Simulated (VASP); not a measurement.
# GaN (P6_3mc) in VASP: a series of runs

One crystal, GaN, is run at these levels: PBEsol; tasks: single point.

Everything below comes from runs of VASP 6.6.1. Logs are shortened: lines on timing, memory, paths and dates and some standing lists are left out, and cuts for length are marked.

**The experiment to reproduce.**

“Studying electronic properties in GaN without electrical contacts using γ-γ vs e−-γ Perturbed Angular Correlations”, 2019, pmc:6823545 quotes, for a bulk crystal of GaN: band gap 3.503 ± 0.005 eV (direct).

The runs below are set against these values where they give the same quantity.

## 1. The structure

It takes space group P6_3mc (No. 186, hexagonal). Conventional cell: a = 3.181 Å, b = 3.181 Å, c = 5.181 Å, α = 90.00°, β = 90.00°, γ = 120.00°. Around Ga (site symmetry 3m) lie 4 N at 1.94 to 1.95 Å. Around N (site symmetry 3m) lie 4 Ga at 1.94 to 1.95 Å.

The cell is a database's computed one.

## 2. Single point, PBEsol

File INCAR:

```
  PREC = Accurate
  ENCUT = 700
  EDIFF = 1E-6
  ISMEAR = 0
  SIGMA = 0.02
  LREAL = False
  LASPH = True
  NELM = 80
  ALGO = Normal
  ISIF = 2
  LWAVE = False
  LCHARG = True
  GGA = PS
  LELF = True
  LVHAR = True
  NBANDS = 26
```

File KPOINTS:

```
Automatic mesh
0
Gamma
  12 12 6
```

File POSCAR:

```
GaN
1.0
    3.1806700000      0.0000000000      0.0000000000
   -1.5903300000      2.7545400000      0.0000000000
    0.0000000000      0.0000000000      5.1815000000
Ga N
2 2
Direct
    0.6666700000      0.3333300000      0.4991600000
    0.3333300000      0.6666700000      0.9991600000
    0.6666700000      0.3333300000      0.8758400000
    0.3333300000      0.6666700000      0.3758400000
```

Potentials or basis: VASP PAW PBE potentials, release 64 (Ga_d, N).

Launch:

```sh
> cat potpaw_PBE.64/Ga_d/POTCAR potpaw_PBE.64/N/POTCAR > POTCAR
> mpirun -np 1 vasp_std > vasp.out
```

OUTCAR:

```text
PREC = Accurate
   ENCUT = 700
   EDIFF = 1E-6
   ISMEAR = 0
   LREAL = False
   LASPH = True
   NELM = 80
   ISIF = 2
   GGA = PS

 ion  position               nearest neighbor table
   1  0.667  0.333  0.499-   4 1.94   4 1.94   4 1.94   3 1.95
   2  0.333  0.667  0.999-   3 1.94   3 1.94   3 1.94   4 1.95
   3  0.667  0.333  0.876-   2 1.94   2 1.94   2 1.94   1 1.95
   4  0.333  0.667  0.376-   1 1.94   1 1.94   1 1.94   2 1.95

  LATTYP: Found a hexagonal cell.
 ALAT       =     3.1806700000
 C/A-ratio  =     1.6290592863

  Lattice vectors:

 A1 = (   3.1806700000,   0.0000000000,   0.0000000000)
 A2 = (  -1.5903300000,   2.7545400000,   0.0000000000)
 A3 = (   0.0000000000,   0.0000000000,   5.1815000000)

Analysis of symmetry for initial positions (statically):
=====================================================================
 Subroutine PRICEL returns:
 Original cell was already a primitive cell.

 Routine SETGRP: Setting up the symmetry group for a
 hexagonal supercell.

 Subroutine GETGRP returns: Found  4 space group operations
 (whereof  2 operations were pure point group operations)
 out of a pool of 24 trial point group operations.

The static configuration has the point symmetry C_1h.
 The point group associated with its full space group is C_2v.

Analysis of symmetry for dynamics (positions and initial velocities):
=====================================================================
 Subroutine PRICEL returns:
 Original cell was already a primitive cell.

 Routine SETGRP: Setting up the symmetry group for a
 hexagonal supercell.

 Subroutine GETGRP returns: Found  4 space group operations
 (whereof  2 operations were pure point group operations)
 out of a pool of 24 trial point group operations.

The dynamic configuration has the point symmetry C_1h.
 The point group associated with its full space group is C_2v.

 Subroutine INISYM returns: Found  4 space group operations
 (whereof  2 operations are pure point group operations),
 and found     1 'primitive' translations

----------------------------------------------------------------------------------------

                                     Primitive cell

  volume of cell :      45.3966

  direct lattice vectors                    reciprocal lattice vectors
     3.180670000  0.000000000  0.000000000     0.314399167  0.181517941  0.000000000
    -1.590330000  2.754540000  0.000000000     0.000000000  0.363037023  0.000000000
     0.000000000  0.000000000  5.181500000     0.000000000  0.000000000  0.192994307

  length of vectors
     3.180670000  3.180666616  5.181500000     0.363036636  0.363037023  0.192994307

  position of ions in fractional coordinates (direct lattice)
     0.666670000  0.333330000  0.499160000
     0.333330000  0.666670000  0.999160000
     0.666670000  0.333330000  0.875840000
     0.333330000  0.666670000  0.375840000

  ion indices of the primitive-cell ions
   primitive index   ion index
                 1           1
                 2           2
                 3           3
                 4           4

----------------------------------------------------------------------------------------

 KPOINTS: Automatic mesh

Automatic generation of k-mesh.
 Grid dimensions read from file:
 generate k-points for:   12   12    6

 Generating k-lattice:

  Cartesian coordinates                     Fractional coordinates (reciprocal lattice)
     0.026199931  0.015126495  0.000000000     0.083333333  0.000000000  0.000000000
     0.000000000  0.030253085  0.000000000     0.000000000  0.083333333  0.000000000
     0.000000000  0.000000000  0.032165718     0.000000000  0.000000000  0.166666667

  Length of vectors
     0.030253053  0.030253085  0.032165718

  Shift w.r.t. Gamma in fractional coordinates (k-lattice)
     0.000000000  0.000000000  0.000000000

 Subroutine IBZKPT returns following result:
 ===========================================

 Found    172 irreducible k-points:

 Following reciprocal coordinates:
            Coordinates               Weight
  0.000000  0.000000  0.000000      1.000000
  0.083333 -0.000000  0.000000      4.000000
 -0.083333  0.083333  0.000000      2.000000
  0.166667 -0.000000  0.000000      4.000000
 -0.166667  0.166667  0.000000      2.000000
  0.250000 -0.000000  0.000000      4.000000
[... 16 lines left out ...]
 -0.083333  0.416667  0.000000      4.000000
 -0.416667  0.333333  0.000000      4.000000
 [... further k-points ...]
   k-points           NKPTS =    172   k-points in BZ     NKDIM =    172   number of bands    NBANDS=     26
   number of dos      NEDOS =    301   number of ions     NIONS =      4
   total plane-waves  NPLWV =  37632
   dimension x,y,z NGX =    28 NGY =   28 NGZ =   48
   dimension x,y,z NGXF=    56 NGYF=   56 NGZF=   96
   ions per type =               2   2
   NGX,Y,Z   is equivalent  to a cutoff of  14.63, 14.63, 15.40 a.u.
   NGXF,Y,Z  is equivalent  to a cutoff of  29.27, 29.27, 30.80 a.u.
 SYSTEM =  unknown system
   PREC   = accura    normal or accurate (medium, high low for compatibility)
   ISTART =      0    job   : 0-new  1-cont  2-samecut
   ICHARG =      2    charge: 1-file 2-atom 10-const
   ISPIN  =      1    spin polarized calculation?
   LNONCOLLINEAR =      F non collinear calculations
   LSORBIT =      F    spin-orbit coupling
   LASPH  =      T    aspherical Exc in radial PAW
   ENCUT  =  700.0 eV  51.45 Ry    7.17 a.u.   6.86  6.86 11.18*2*pi/ulx,y,z
   NELM   =     80;   NELMIN=  2; NELMDL= -5     # of ELM steps
   EDIFF  = 0.1E-05   stopping-criterion for ELM
   LREAL  =      F    real-space projection
   EDIFFG = 0.1E-04   stopping-criterion for IOM
   NSW    =      0    number of steps for IOM
   IBRION =     -1    ionic relax: 0-MD 1-quasi-New 2-CG
   NFREE  =      0    steps in history (QN), initial steepest desc. (CG)
   ISIF   =      2    stress and relaxation
   ISYM   =      2    0-nonsym 1-usesym 2-fastsym
   POTIM  = 0.5000    time-step for ionic-motion
   TEBEG  =    0.0;   TEEND  =   0.0 temperature during run
   PSTRESS=    0.0 pullay stress
   NELECT =      36.0000    total number of electrons
   NUPDOWN=      -1.0000    fix difference up-down
   EMIN   =  10.00;   EMAX   =-10.00  energy-range for DOS
   EFERMI =   0.00;   METHOD = LEGACY
   ISMEAR =     0;   SIGMA  =   0.02  broadening in eV -4-tet -1-fermi 0-gaus
   EFERMI_NEDOS =   21; number of points for ismear=-14 and -15
   IALGO  =     38    algorithm
   IMIX   =      4    mixing-type and parameters
     AMIX     =   0.40;   BMIX     =  1.00
     AMIX_MAG =   1.60;   BMIX_MAG =  1.00
  volume/ion in A,a.u.               =      11.35        76.59
  Fermi-wavevector in a.u.,A,eV,Ry     =   1.515309  2.863519 31.241181  2.296162
  Thomas-Fermi vector in A             =   2.624850
   LORBIT       =      0    0 simple, 1 ext, 2 COOP (PROOUT), +10 PAW based schemes
   GGA     = PS    functional components
   LHFCALC =     F    Hartree Fock is set to
   AEXX    =    0.0000 exact exchange contribution
   IVDW    =     0    specifies the selected vdW correction
   LEPSILON=     F    determine dielectric tensor
   LRPA    =     F    only Hartree local field effects (RPA)
 non-spin polarized calculation
 Gauss-broadening in eV      SIGMA  =   0.02
  energy-cutoff  :      700.00
  volume of cell :       45.40
 maximum number of plane-waves:      1926
   NGX = 13   NGY = 13   NGZ = 23

 number of electron      36.0000004 magnetization

 Free energy of the ion-electron system (eV)
  ---------------------------------------------------
  ext. energy  EPLUGINS =         0.00000000
  ---------------------------------------------------
  free energy    TOTEN  =       -26.27982626 eV

  energy without entropy =      -26.27982626  energy(sigma->0) =      -26.27982626

 E-fermi :   5.3936     XC(G=0): -11.9391

 val. band max:        5.2565895904   @ k =   0.0000   0.0000   0.0000
 cond. band min:       7.1658048092   @ k =   0.0000   0.0000   0.0000
 fundamental gap:      1.9092152189
 Fermi energy:         5.3935698832

 k-point     1 :       0.0000    0.0000    0.0000
  band No.  band energies     occupation
      1     -10.7775      2.00000
      2      -9.8017      2.00000
      3      -8.1493      2.00000
      4      -8.1336      2.00000
      5      -8.1336      2.00000
      6      -8.0704      2.00000
[... 18 lines left out ...]
     25      16.9242      0.00000
     26      16.9246      0.00000

 k-point     2 :       0.0833   -0.0000    0.0000
  band No.  band energies     occupation
      1     -10.7064      2.00000
      2      -9.7827      2.00000
      3      -8.1431      2.00000
      4      -8.1231      2.00000
      5      -8.1119      2.00000
      6      -8.0627      2.00000
[... 18 lines left out ...]
     25      16.5660      0.00000
     26      17.0815      0.00000

 k-point     3 :      -0.0833    0.0833    0.0000
  band No.  band energies     occupation
      1     -10.7064      2.00000
      2      -9.7827      2.00000
      3      -8.1431      2.00000
      4      -8.1231      2.00000
      5      -8.1118      2.00000
      6      -8.0626      2.00000
[... 18 lines left out ...]
     25      16.5657      0.00000
     26      17.0817      0.00000

 k-point     4 :       0.1667   -0.0000    0.0000
  band No.  band energies     occupation
      1     -10.5118      2.00000
      2      -9.7359      2.00000
      3      -8.1184      2.00000
      4      -8.0977      2.00000
      5      -8.0555      2.00000
      6      -8.0245      2.00000
[... 18 lines left out ...]
     25      16.5771      0.00000
     26      17.4443      0.00000
[... 496 lines left out ...]
      1      -9.9060      2.00000
      2      -9.6333      2.00000
      3      -8.0814      2.00000
      4      -8.0568      2.00000
      5      -7.9562      2.00000
      6      -7.9150      2.00000
[... 18 lines left out ...]
     25      16.8298      0.00000
     26      18.5665      0.00000

 k-point    23 :      -0.0833    0.4167    0.0000
  band No.  band energies     occupation
      1      -9.9060      2.00000
      2      -9.6333      2.00000
      3      -8.0814      2.00000
      4      -8.0568      2.00000
      5      -7.9562      2.00000
      6      -7.9150      2.00000
[... 18 lines left out ...]
     25      16.8296      0.00000
     26      18.5680      0.00000

 k-point    24 :      -0.4167    0.3333    0.0000
  band No.  band energies     occupation
      1      -9.9061      2.00000
      2      -9.6333      2.00000
      3      -8.0815      2.00000
      4      -8.0568      2.00000
      5      -7.9562      2.00000
      6      -7.9150      2.00000
[... 18 lines left out ...]
     25      16.8297      0.00000
     26      18.5665      0.00000

 [... further k-points ...]

------------------------ aborting loop because EDIFF is reached ----------------------------------------

  FORCE on cell =-STRESS in cart. coord.  units (eV):
  Direction    XX          YY          ZZ          XY          YZ          ZX
  --------------------------------------------------------------------------------------
  -------------------------------------------------------------------------------------
  Total        0.0085847      0.0091298      0.0241715      0.0004721      0.0000000      0.0000000
  in kB        0.3029777      0.3222160      0.8530813      0.0166617      0.0000000      0.0000000
  external PRESSURE =       0.4927583 kB  Pullay stress =       0.0000000 kB

 VOLUME and BASIS-vectors are now :
 -----------------------------------------------------------------------------
  energy-cutoff  :      700.00
  volume of cell :       45.40
      direct lattice vectors                 reciprocal lattice vectors
     3.180670000  0.000000000  0.000000000     0.314399167  0.181517941  0.000000000
    -1.590330000  2.754540000  0.000000000     0.000000000  0.363037023  0.000000000
     0.000000000  0.000000000  5.181500000     0.000000000  0.000000000  0.192994307

 POSITION                                       TOTAL-FORCE (eV/Angst)
 -----------------------------------------------------------------------------------
      1.59035      0.91817      2.58640        -0.000373      0.000215      0.002613
     -0.00001      1.83637      5.17715         0.000373     -0.000215      0.002613
      1.59035      0.91817      4.53816        -0.000378      0.000218     -0.002613
     -0.00001      1.83637      1.94741         0.000378     -0.000218     -0.002613
 -----------------------------------------------------------------------------------
    total drift:                               -0.000000     -0.000000     -0.000161

  FREE ENERGIE OF THE ION-ELECTRON SYSTEM (eV)
  ---------------------------------------------------
  free  energy   TOTEN  =       -26.2798262560 eV

  energy  without entropy=      -26.2798262560  energy(sigma->0) =      -26.27982626
```

Wall time 3.1 min (1 thread of Intel Xeon 6975P-C (Granite Rapids), shared host); peak memory 0.38 GiB.

Results:

```yaml
Free_energy: -26.2798 eV
Pressure: 0.0 GPa
Band_gap_on_the_k_mesh: 1.91 eV, direct
```

Forces on the atoms (eV/Å):
```
Ga   0.000  0.000  0.003
Ga   0.000  0.000  0.003
N    0.000  0.000 -0.003
N    0.000  0.000 -0.003
```

Caveat: the PAW data sets were made with another functional, which shifts forces and pressure a little.

## 3. Single point, PBEsol

INCAR: that of step 2 with these lines changed.

```diff
@@ -1,3 +1,3 @@
   PREC = Accurate
-  ENCUT = 700
+  ENCUT = 520
   EDIFF = 1E-6
```

File KPOINTS:

```
Automatic mesh
0
Gamma
  15 15 8
```

POSCAR is that of step 2.

Potentials or basis: VASP PAW PBE potentials, release 64 (Ga_d, N).

Launch:

```sh
> cat potpaw_PBE.64/Ga_d/POTCAR potpaw_PBE.64/N/POTCAR > POTCAR
> mpirun -np 1 vasp_std > vasp.out
```

Wall time 2.1 min (1 thread of Intel Xeon 6975P-C (Granite Rapids), shared host); peak memory 0.4 GiB.

The run converged. Its results:

```
Free energy            : -26.2686 eV
Pressure               : 0.2 GPa
Band gap on the k mesh : 1.91 eV, direct
```

Forces on the atoms (eV/Å):
```
Ga   0.000  0.000  0.003
Ga   0.000  0.000  0.003
N    0.000  0.000 -0.003
N    0.000  0.000 -0.003
```

Levels at points of the mesh, in eV from the valence-band top:
| k point | band 16 | band 17 | band 18 | band 19 | band 20 | band 21 |
| --- | --- | --- | --- | --- | --- | --- |
| (0.00, 0.00, 0.00) | -0.04 | 0.00 | 0.00 | 1.91 | 4.22 | 9.13 |
| (0.00, 0.00, 0.50) | -0.54 | -0.54 | -0.54 | 4.23 | 4.23 | 8.39 |

Caveat: the PAW data sets were made with another functional, which shifts forces and pressure a little; an odd mesh through Γ misses points on the zone boundary, where band edges often lie.

## 4. Single point, PBEsol

INCAR: that of step 3 with these lines changed.

```diff
@@ -4,3 +4,3 @@
   ISMEAR = 0
-  SIGMA = 0.02
+  SIGMA = 0.5
   LREAL = False
```

File KPOINTS:

```
Automatic mesh
0
Gamma
  12 12 6
```

POSCAR is that of step 3.

Launch:

```sh
> cat potpaw_PBE.64/Ga_d/POTCAR potpaw_PBE.64/N/POTCAR > POTCAR
> mpirun -np 1 vasp_std > vasp.out
```

Wall time 85 s (1 thread of Intel Xeon 6975P-C (Granite Rapids), shared host); peak memory 0.29 GiB.

The run converged. Its results:

```
Free energy            : -26.2686 eV
Pressure               : 0.2 GPa
Band gap on the k mesh : 1.91 eV, direct
```

Forces in eV/Å, atoms in the order of the input:
```
Ga   0.000  0.000  0.003
Ga   0.000  0.000  0.003
N    0.000  0.000 -0.003
N    0.000  0.000 -0.003
```

Levels at points of the mesh, in eV from the valence-band top:
```tsv
k point	band 15	band 16	band 17	band 18	band 19	band 20	band 21	band 22
(0.00, 0.00, 0.00)	-1.05	-0.04	0.00	0.00	1.91	4.22	9.13	9.83
(0.50, 0.00, 0.00)	-4.28	-2.79	-2.26	-1.02	4.95	5.53	5.96	8.59
(0.50, 0.50, 0.00)	-4.28	-2.79	-2.26	-1.02	4.95	5.53	5.95	8.59
(0.00, 0.00, 0.50)	-0.54	-0.54	-0.54	-0.54	4.23	4.23	8.39	8.39
(0.50, 0.00, 0.50)	-1.98	-1.98	-1.93	-1.93	4.31	4.31	7.72	7.72
(0.50, 0.50, 0.50)	-1.98	-1.98	-1.93	-1.93	4.31	4.31	7.72	7.72
```

Caveat: the PAW data sets were made with another functional, which shifts forces and pressure a little.

## 5. Overview

```tsv
k mesh	cutoff (eV)	smearing	gap on the mesh (eV)	pressure (GPa)
12 × 12 × 6	700	gaussian 0.02 eV	1.91	0.0
15 × 15 × 8	520	gaussian 0.02 eV	1.91	0.2
12 × 12 × 6	520	gaussian 0.5 eV	1.91	0.2
```

Alike in all rows: task single point; level PBEsol; potentials or basis VASP PAW PBE potentials, release 64 (Ga_d, N); no spin polarisation; cell as given.

On the cell as given the gap runs from 1.91 eV (PBEsol) to 1.91 eV (PBEsol); the meshes differ, which moves gaps too.

Caveats: the PAW data sets were made with another functional, which shifts forces and pressure a little; an odd mesh through Γ misses points on the zone boundary, where band edges often lie (some runs).

Absolute energies hang on the potentials; compare differences alone.

## 6. Comparison with measurements

Step 2. A measured gap of GaN is 3.503 eV (direct; quoted in “Studying electronic properties in GaN without electrical contacts using γ-γ vs e−-γ Perturbed Angular Correlations”, 2019, pmc:6823545); the calculated 1.91 eV misses it by -1.59 eV. Spin-orbit coupling on Ga is left out. The value is that of PBEsol, without temperature or zero-point motion. Semilocal functionals fall short of measured gaps as a rule. The cell is a database's relaxed one, not the measured one, which moves gaps too.

Step 3. The gap isn't set beside the measured one, since this odd mesh misses points on the zone boundary.

Step 4. Measured gap of GaN: 3.503 eV (direct; quoted in “Studying electronic properties in GaN without electrical contacts using γ-γ vs e−-γ Perturbed Angular Correlations”, 2019, pmc:6823545). This calculation gives 1.91 eV (-1.60 eV). Spin-orbit coupling on Ga is left out. The value is that of PBEsol, without temperature or zero-point motion. Semilocal functionals fall short of measured gaps as a rule. The cell is a database's relaxed one, not the measured one, which moves gaps too.
